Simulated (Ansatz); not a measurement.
## AlN: N interstitial

Theory: DFT PBE, scalar-relativistic, plane waves, PAW (Ansatz). Settings: 420 eV cutoff, 2×2×2 k-mesh, Gaussian smearing of 0.01 eV, collinear spin in charge 0, -2 alone.

Host crystal, relaxed:

```cif
data_structure
_symmetry_space_group_name_H-M 'P 1'
_symmetry_Int_Tables_number 1
_cell_length_a 3.1302
_cell_length_b 3.1302
_cell_length_c 5.0180
_cell_angle_alpha 90.000
_cell_angle_beta 90.000
_cell_angle_gamma 120.000
_cell_volume 42.58
loop_
_atom_site_label
_atom_site_type_symbol
_atom_site_fract_x
_atom_site_fract_y
_atom_site_fract_z
_atom_site_occupancy
Al1 Al 0.66667 0.33333 0.49923 1
Al2 Al 0.33333 0.66667 0.99923 1
N1 N 0.66667 0.33333 0.88077 1
N2 N 0.33333 0.66667 0.38077 1
```

Supercell of 48 atoms, rows in host cell vectors: 2 0 -1; -2 -2 -1; 0 2 -1. Atoms relax at the host's cell, keeping the symmetry that the supercell leaves at the site. The cell is small, so energies carry finite-size errors of tenths of an eV. The host's Kohn–Sham gap is 4.03 eV.

Defect: N interstitial, charge -1.

Command:

```bash
ansatz run input.yaml --threads 4 --pin off --max-ram 10240MiB --backend cpu --events-out ev --progress --plain --runs-dir out
```

The input:

```yaml
crystal:
  lattice:
    - [6.2604168406, 0.0, -5.0180433216]
    - [-3.1302084203, -5.4216800222, -5.0180433216]
    - [-3.1302084203, 5.4216800222, -5.0180433216]
  atoms:
    - { symbol: Al, position: [0.1673449129, 0.3377151669, 0.0023970632] }
    - { symbol: Al, position: [0.3327220139, 0.5026759753, 0.6661481733] }
    - { symbol: Al, position: [0.0023970632, 0.1673449129, 0.3377151669] }
    - { symbol: Al, position: [0.8321529704, 0.4900027863, 0.1718719318] }
    - { symbol: Al, position: [0.4900027863, 0.1718719318, 0.8321529704] }
    - { symbol: Al, position: [0.6661481733, 0.3327220139, 0.5026759753] }
    - { symbol: Al, position: [0.3377151669, 0.0023970632, 0.1673449129] }
    - { symbol: Al, position: [-0.0009570927, 0.664948176, 0.8313633311] }
    - { symbol: Al, position: [0.1718719318, 0.8321529704, 0.4900027863] }
    - { symbol: Al, position: [0.664948176, 0.8313633311, -0.0009570927] }
    - { symbol: Al, position: [0.8313633311, -0.0009570927, 0.664948176] }
    - { symbol: Al, position: [0.5026759753, 0.6661481733, 0.3327220139] }
    - { symbol: Al, position: [0.8350513997, 0.1639896155, 0.0004538197] }
    - { symbol: Al, position: [0.0003654561, 0.3363725721, 0.6655300322] }
    - { symbol: Al, position: [0.6655300322, 0.0003654561, 0.3363725721] }
    - { symbol: Al, position: [0.5007596479, 0.3325082624, 0.1680425635] }
    - { symbol: Al, position: [0.1639896155, 0.0004538197, 0.8350513997] }
    - { symbol: Al, position: [0.3325082624, 0.1680425635, 0.5007596479] }
    - { symbol: Al, position: [0.0004538197, 0.8350513997, 0.1639896155] }
    - { symbol: Al, position: [0.6675569823, 0.4988469492, 0.834183516] }
    - { symbol: Al, position: [0.834183516, 0.6675569823, 0.4988469492] }
    - { symbol: Al, position: [0.3363725721, 0.6655300322, 0.0003654561] }
    - { symbol: Al, position: [0.4988469492, 0.834183516, 0.6675569823] }
    - { symbol: Al, position: [0.1680425635, 0.5007596479, 0.3325082624] }
    - { symbol: "N", position: [0.0433648306, 0.2178687719, 0.8710444845] }
    - { symbol: "N", position: [0.2063772262, 0.3749483506, 0.5388097488] }
    - { symbol: "N", position: [0.8710444845, 0.0433648306, 0.2178687719] }
    - { symbol: "N", position: [0.7059109253, 0.368941807, 0.0398869164] }
    - { symbol: "N", position: [0.368941807, 0.0398869164, 0.7059109253] }
    - { symbol: "N", position: [0.5388097488, 0.2063772262, 0.3749483506] }
    - { symbol: "N", position: [0.2178687719, 0.8710444845, 0.0433648306] }
    - { symbol: "N", position: [0.8716317051, 0.5400172602, 0.7044052928] }
    - { symbol: "N", position: [0.0398869164, 0.7059109253, 0.368941807] }
    - { symbol: "N", position: [0.5400172602, 0.7044052928, 0.8716317051] }
    - { symbol: "N", position: [0.7044052928, 0.8716317051, 0.5400172602] }
    - { symbol: "N", position: [0.3749483506, 0.5388097488, 0.2063772262] }
    - { symbol: "N", position: [0.0410451296, 0.3717294516, 0.209018622] }
    - { symbol: "N", position: [0.2065853102, 0.5427755831, 0.8730565865] }
    - { symbol: "N", position: [0.8730565865, 0.2065853102, 0.5427755831] }
    - { symbol: "N", position: [0.7065780936, 0.5373985356, 0.3747149878] }
    - { symbol: "N", position: [0.3717294516, 0.209018622, 0.0410451296] }
    - { symbol: "N", position: [0.5373985356, 0.3747149878, 0.7065780936] }
    - { symbol: "N", position: [0.209018622, 0.0410451296, 0.3717294516] }
    - { symbol: "N", position: [0.8671872822, 0.6910331165, 0.0418212978] }
    - { symbol: "N", position: [0.0418212978, 0.8671872822, 0.6910331165] }
    - { symbol: "N", position: [0.5427755831, 0.8730565865, 0.2065853102] }
    - { symbol: "N", position: [0.6910331165, 0.0418212978, 0.8671872822] }
    - { symbol: "N", position: [0.3747149878, 0.7065780936, 0.5373985356] }
    - { symbol: "N", position: [0.9423580147, 0.9423580147, 0.9423580147] }
  host:
    lattice:
      - [3.1302084203, 0.0, 0.0]
      - [-1.5651042101, 2.7108400111, 0.0]
      - [0.0, 0.0, 5.0180433216]
    atoms:
      - { symbol: Al, position: [0.6666666667, 0.3333333333, 0.4992342258] }
      - { symbol: Al, position: [0.3333333333, 0.6666666667, 0.9992342258] }
      - { symbol: "N", position: [0.6666666667, 0.3333333333, 0.8807657742] }
      - { symbol: "N", position: [0.3333333333, 0.6666666667, 0.3807657742] }
total_charge: -1
basis:
  ecutwfc: 420
  xc_grid: 2
kpoints:
  mp_grid: { grid: [2, 2, 2], shift: [0.0, 0.0, 0.0] }
hamiltonian:
  xc: pbe
scf:
  occupations: { method: gaussian, width: 0.01 }
output:
  forces: true
  stress: false
  eigenvalues: true
  charged_corrections:
    defect_position: [0.93055556, 0.93055556, 0.93055556]
    epsilon: [[8.2944, 0.0, 0.0], [0.0, 8.2944, 0.0], [0.0, 0.0, 9.8365]]
  write_density: true
  write_potential: true
  elf: true
  volumetric_format: npy
relax:
  adjacent_minimum: "off"
  f_tol: 0.025
  max_steps: 45
```

From the output:

```
Warning: RAYON_NUM_THREADS=4 ignored (pool sized by the plan → 4); use --threads N
Crystal: 49 atoms, lattice volume = 510.967 Å³
Basis set: ecut = 420 eV, 9983 PW (Γ), exchange–correlation on 108×108×108 points (8 copies of the dense FFT grid, shifted against one another)
Bands: 148, of which v1, the nominal top of the filled ones, is band 99 counted from 1 (98 counted from 0)
Symmetry: 3 space group operations
Space group: R3 (ITA 146), of the structure as read, at distance tolerance 8.0e-5 Å
k-points: 4 of 8
relax step   1: F+E_penalty+E_count = -22548.72630654 eV  Δ(F+E_penalty+E_count) = +0.000e0 eV  max|allowed force component| = 1.858e0 eV/Å  Δτ_max = 0.0000 Å
relax step   2: F+E_penalty+E_count = -22549.28835337 eV  Δ(F+E_penalty+E_count) = -5.620e-1 eV  max|allowed force component| = 1.099e0 eV/Å  Δτ_max = 0.0702 Å
relax step   3: F+E_penalty+E_count = -22549.41493853 eV  Δ(F+E_penalty+E_count) = -1.266e-1 eV  max|allowed force component| = 8.400e-1 eV/Å  Δτ_max = 0.0424 Å
relax step   4: F+E_penalty+E_count = -22549.49737084 eV  Δ(F+E_penalty+E_count) = -8.243e-2 eV  max|allowed force component| = 7.090e-1 eV/Å  Δτ_max = 0.2000 Å
relax step   5: F+E_penalty+E_count = -22549.53719171 eV  Δ(F+E_penalty+E_count) = -3.982e-2 eV  max|allowed force component| = 2.601e-1 eV/Å  Δτ_max = 0.0706 Å
relax step   6: F+E_penalty+E_count = -22549.54908260 eV  Δ(F+E_penalty+E_count) = -1.189e-2 eV  max|allowed force component| = 4.364e-2 eV/Å  Δτ_max = 0.0255 Å
relax step   7: F+E_penalty+E_count = -22549.54935311 eV  Δ(F+E_penalty+E_count) = -2.705e-4 eV  max|allowed force component| = 2.816e-3 eV/Å  Δτ_max = 0.0036 Å
SCF converged after 6 iterations
Free energy (F): -22549.549353 eV
E sigma→0 (E₀):  -22549.549353 eV
Fermi energy:    8.545985 eV
```

The relaxation gained 0.82 eV in 7 steps. It took 29 s on 4 threads of Intel(R) Xeon(R) Platinum 8488C (Sapphire Rapids), on a shared host, peak memory 1.7 GiB.